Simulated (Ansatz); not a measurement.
A plane-wave DFT run in Ansatz 0.2.0 (scalar-relativistic PAW potentials unless the input names others): input and command.

```yaml
crystal:
  lattice:
    - [0.0, 2.449, 2.449]
    - [2.449, 0.0, 2.449]
    - [2.449, 2.449, 0.0]
  atoms:
    - { symbol: Ca, position: [0.0, 0.0, 0.0] }
    - { symbol: O, position: [0.5, 0.5, 0.5] }
basis:
  ecutwfc: 420
kpoints:
  mp_grid: { grid: [8, 8, 8] }
hamiltonian:
  xc: pbe
scf:
  occupations: { method: gaussian, width: 0.02 }
  max_iter: 2
output:
  forces: true
  eigenvalues: true
  stress: true
relax:
  adjacent_minimum: "off"
  f_tol: 0.005
  max_steps: 80
  cell: { stress_tol: 0.05 }
```

```bash
ansatz run input.yaml --threads 1 --pin off --max-ram 2560MiB --backend cpu --events-out ev --progress --plain --runs-dir out
```

Abridged log:
```
Basis set: ecut = 420 eV, 537 PW (Γ), exchange–correlation on 48×48×48 points (8 copies of the dense FFT grid, shifted against one another)
Bands: 12, of which v1, the nominal top of the filled ones, is band 8 counted from 1 (7 counted from 0)
Symmetry: 48 space group operations
k-points: 29 of 512
SCF iter   1: F=—  HF=-2387.707155 eV  |F-HF|=—  |Δ(HF+E_count)|=         —  Δρ=3.94e-4  dr2=5.95e-6  ethr=1.77e-3  ⟨swp⟩=3.9  Hψ=4471  notcnv=0
SCF iter   2: F=—  HF=-2387.707370 eV  |F-HF|=—  |Δ(HF+E_count)|=   2.14e-4  Δρ=2.03e-4  dr2=1.72e-6  ethr=3.72e-8  ⟨swp⟩=1.0  Hψ=1023  notcnv=0
```

Task: What is wrong with this input?

Result: The fault is too few SCF iterations (scf.max_iter: not typed → 2, the first being the value of the sound run). Setting it back cures it. The log, from which this was withheld above, says: «Error: did not converge after 2 iterations: dr2 = 1.72e-6 (threshold 1.00e-7), under the density mixer `msr1`, which `scf.mixing.algorithm: auto` chose by the deck's other keys (type `scf.mixing.algorithm: msr1` to keep it); raise `scf.max_iter`, which need not help a stalled SCF, or adjust the mixing (`scf.mixing`) or, under a smearing, its width (`scf.occupations.width` …» The run stopped without converging. A reference run from the same start on usual settings converged, and the end of its own relaxation has pressure -0.01 GPa, largest force 0.000 eV/Å, gap on the mesh 3.66 eV.

Time: 0.91 s on 1 thread of Arm Neoverse N1, with other jobs on the host, peak memory 0.23 GiB.